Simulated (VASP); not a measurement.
# MgI2: single point with LDA

Crystal: MgI2.

```
Mg I
1.0
     4.15370    0.00000    0.00000
    -2.07685    3.59721    0.00000
     0.00000    0.00000    6.86200
Mg I
1 2
Cartesian
  0.0000 0.0000 0.0000
  0.0000 2.3981 5.1989
  2.0769 1.1991 1.6631
```

```yaml
Program: VASP 6.6.1
Task: single point
Functional: LDA
Potentials_or_basis: VASP PAW LDA potentials, release 64 (Mg, I)
Cutoff: 520 eV
k_mesh: 6 × 6 × 4
Occupations: gaussian, width 0.1 eV
Spin: no spin polarisation
```

The pressure is -1.5 GPa and the largest force is 0.137 eV/Å. The band gap on the k mesh is 3.34 eV, indirect (least direct gap 3.43 eV).

Forces on the atoms (eV/Å):
```
Mg   0.000  0.000  0.000
I    0.000  0.000  0.137
I    0.000  0.000 -0.137
```

Stress tensor (GPa, compression positive):
```
-1.61  0.00  0.00
 0.00 -1.61  0.00
 0.00  0.00 -1.28
```

Levels at points of the mesh, in eV from the valence-band top:
```csv
k point,band 6,band 7,band 8,band 9,band 10,band 11
"(0.00, 0.00, 0.00)",-0.10,-0.10,0.00,3.43,4.58,6.56
"(0.50, 0.00, 0.00)",-1.43,-0.95,-0.48,3.46,5.14,5.35
"(0.00, 0.00, 0.50)",-0.38,-0.20,-0.20,4.44,4.66,6.38
"(0.50, 0.00, 0.50)",-1.15,-0.83,-0.73,3.36,5.01,5.56
```

Wall time 24 s on 1 thread of Intel(R) Xeon(R) 6975P-C (Granite Rapids), with other jobs on the host, peak memory 0.2 GiB.

Caveat: spin-orbit coupling is left out, which moves the levels of the heavy elements. A k mesh can miss the band edges.
